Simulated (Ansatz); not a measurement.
## Cubic perovskite LaAlO3 (cubic high-temperature phase)

Computed with PBEsol+SOC (PAW; Ansatz, a quantum-chemistry and plane-wave program).

Settings: plane-wave cutoff 520 eV, 10×10×10 k mesh, Fermi–Dirac smearing 0.01 eV, PAW data made under PBE.

Cell (measured lattice):

```
AlLaO3
1.0
    3.81000     0.00000     0.00000
    0.00000     3.81000     0.00000
    0.00000     0.00000     3.81000
La Al O
1 1 3
Direct
  0.00000   0.00000   0.00000
  0.50000   0.50000   0.50000
  0.50000   0.00000   0.50000
  0.00000   0.50000   0.50000
  0.50000   0.50000   0.00000
```

band gap: 3.38 eV (indirect)
smallest direct gap on the k points sampled: 3.47 eV

Note: held by symmetry at 0 K, a high-temperature phase can be a saddle point; cell and atoms aren't relaxed at this level (pressure -5.9 GPa).

The computed numbers hold no vibrational or temperature effects.

Cost on a shared machine: about 40 core-seconds (a rough figure).
